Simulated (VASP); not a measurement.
A run of VASP 6.6.1:

File INCAR:

```
PREC     = Accurate       # precision mode
ENCUT    = 520            # plane-wave cutoff, eV
EDIFF    = 1E-7           # SCF threshold, eV
ISMEAR   = 0              # smearing method
SIGMA    = 0.03           # smearing width, eV
LREAL    = F              # projectors in reciprocal space
LASPH    = T              # aspherical terms in the spheres
NELM     = 80             # most SCF steps
ALGO     = Normal         # electronic algorithm
ISIF     = 2              # what is computed and relaxed
LWAVE    = F              # write WAVECAR
LCHARG   = F              # write CHGCAR
GGA      = PS             # functional
NBANDS   = 16             # bands
ICORELEVEL= 1
```

File KPOINTS:

```
Automatic mesh
0
Gamma
  9 9 6
```

File POSCAR:

```
MgO                                     
1.0
    3.2993492522     -0.0000000000     -0.0000000000
   -1.6496746212      2.8573202648      0.0000000000
    0.0000000000      0.0000000000      5.0122560816
  Mg              O             
     2     2
Direct
     0.3333333300000021    0.6666666699999979    0.0035949979587868
     0.6666666699999979    0.3333333300000021    0.5035949979587867
     0.3333333300000021    0.6666666699999979    0.4010050020412154
     0.6666666699999979    0.3333333300000021    0.9010050020412154
```

KPOINTS_OPT

```
explicit points
186
Reciprocal
 0.0000000000  0.0000000000  0.0000000000 1
 0.0263157895  0.0000000000  0.0000000000 1
 0.0526315789  0.0000000000  0.0000000000 1
 0.0789473684  0.0000000000  0.0000000000 1
 0.1052631579  0.0000000000  0.0000000000 1
 0.1315789474  0.0000000000  0.0000000000 1
[... 178 lines left out ...]
 0.5000000000  0.0000000000  0.5000000000 1
 0.5000000000  0.0000000000  0.0000000000 1
```

Potentials or basis: VASP PAW PBE potentials, release 64 (Mg, O).

The run is started by

```bash
$ cat potpaw_PBE.64/Mg/POTCAR potpaw_PBE.64/O/POTCAR > POTCAR
$ mpirun -np 1 vasp_std > vasp.out
```

Hardware: 1 thread of Intel(R) Xeon(R) Platinum 8375C CPU @ 2.90GHz (Ice Lake), on a shared host.

Task: How long does it take, and how much memory?

Result: Run time: 2.4 min on 1 thread of Intel(R) Xeon(R) Platinum 8375C CPU @ 2.90GHz (Ice Lake) (shared host), peak memory 0.21 GiB. Counts: scf iterations 45, k points 48.
